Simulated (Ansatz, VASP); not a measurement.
## BeTe: VASP beside Ansatz

```
Be Te
1.0
     0.00000    2.73288    2.73288
     2.73288    0.00000    2.73288
     2.73288    2.73288    0.00000
Be Te
1 1
Direct
  0.50000 0.50000 0.50000
  0.00000 0.00000 0.00000
```

Change from the starting cell: volume scaled by 1.06.

Alike in both runs: task single point; functional PBE; k mesh 9 × 9 × 9; occupations fermi-dirac, width 0.05 eV; no spin polarisation.

```csv
,VASP,Ansatz
version,VASP 6.6.1,Ansatz 0.2.0
potentials or method,"VASP PAW PBE potentials, release 64 (Be, Te)",Ansatz PAW
plane-wave cutoff (eV),520,420
valence electrons in the cell,8,18
```

|  | VASP | Ansatz | Ansatz less VASP |
| --- | --- | --- | --- |
| gap on the k mesh at the Fermi level (eV) | none | none | - |
| pressure (GPa) | -3.5 | -3.5 | -0.05 |

A gap of «none» marks a metal or a gap that the smearing closes. The two sets of potentials don't hold the same shells in valence.

Spin-orbit coupling is left out, which matters for the levels of Te.
